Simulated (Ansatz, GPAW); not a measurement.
Given: the input of a run of Ansatz 0.2.0 on Pb. This isn't the form of Pb at room conditions, which is fcc.

The input input.yaml:

```yaml
crystal:
  lattice:
    - [-1.9796595667, 1.9796595667, 1.9796595667]
    - [1.9796595667, -1.9796595667, 1.9796595667]
    - [1.9796595667, 1.9796595667, -1.9796595667]
  atoms:
    - { symbol: Pb, position: [0.0, 0.0, 0.0] }
hamiltonian:
  xc: lda
  pseudopotentials: { kind: paw }
kpoints:
  mp_grid: { grid: [9, 9, 9] }
scf:
  occupations: { method: gaussian, width: 0.1 }
output:
  forces: true
  stress: true
  eigenvalues: true
```

Potentials or basis: Ansatz PAW.

The run is started by

```console
$ ansatz run input.yaml --threads 1 --pin off --max-ram 3584MiB --backend cpu --events-out ev --progress --plain --runs-dir out
```

Translate it to GPAW 26.7.0 (ASE script). Potentials or basis there: the program's PAW data sets (release 1.2.1) made for this functional, cutoff 600 eV.

As run (cutoffs and basis follow the program's own potentials, and thresholds, step limits or extra output files can differ):

File run.py:

```python
from ase.dft.bandgap import bandgap
from ase.io import read, write
from ase.units import GPa
from gpaw import GPAW, PW

atoms = read('POSCAR')

calc = GPAW(mode=PW(600),
            xc='LDA',
            kpts={'size': (9, 9, 9), 'gamma': True},
            occupations={'name': 'methfessel-paxton', 'order': 0, 'width': 0.1},
            nbands=14,
            convergence={'density': 1e-05, 'energy': 1e-05},
            maxiter=150,
            txt='gpaw.txt')
atoms.calc = calc
energy = atoms.get_potential_energy()
forces = atoms.get_forces()
stress = atoms.get_stress()
calc.write('gs.gpw')
write('result.traj', atoms)
print(f'Energy: {energy:.6f} eV')
print('Forces (eV/A):')
print(forces.round(4))
print('Stress (GPa):', (stress / GPa).round(3))
print('Fermi level:', round(calc.get_fermi_level(), 4), 'eV')
print(f'Gap: {bandgap(calc)[0]:.4f} eV, direct: {bandgap(calc, direct=True)[0]:.4f} eV')
```

POSCAR

```
Pb
1.0
   -1.9796595667      1.9796595667      1.9796595667
    1.9796595667     -1.9796595667      1.9796595667
    1.9796595667      1.9796595667     -1.9796595667
Pb
1
Direct
    0.0000000000      0.0000000000      0.0000000000
```

Potentials or basis: the program's PAW data sets (release 1.2.1) made for this functional, pw.

The run is started by

```sh
$ OMP_NUM_THREADS=1 python run.py
```

Both were run:

|  | Ansatz | GPAW |
| --- | --- | --- |
| Pressure | -3.4 GPa | -3.7 GPa |

Ansatz's pressure holds a Pulay term of +0.02 GPa for its cutoff of 420 eV, which the other run lacks.

Ansatz's potentials were made for PBE.

Where Ansatz's input types no cutoff or centring, it takes its own default and a Γ-centred mesh.

The two programs' LDA may be different fits to the electron gas.

Pressure is positive in compression.
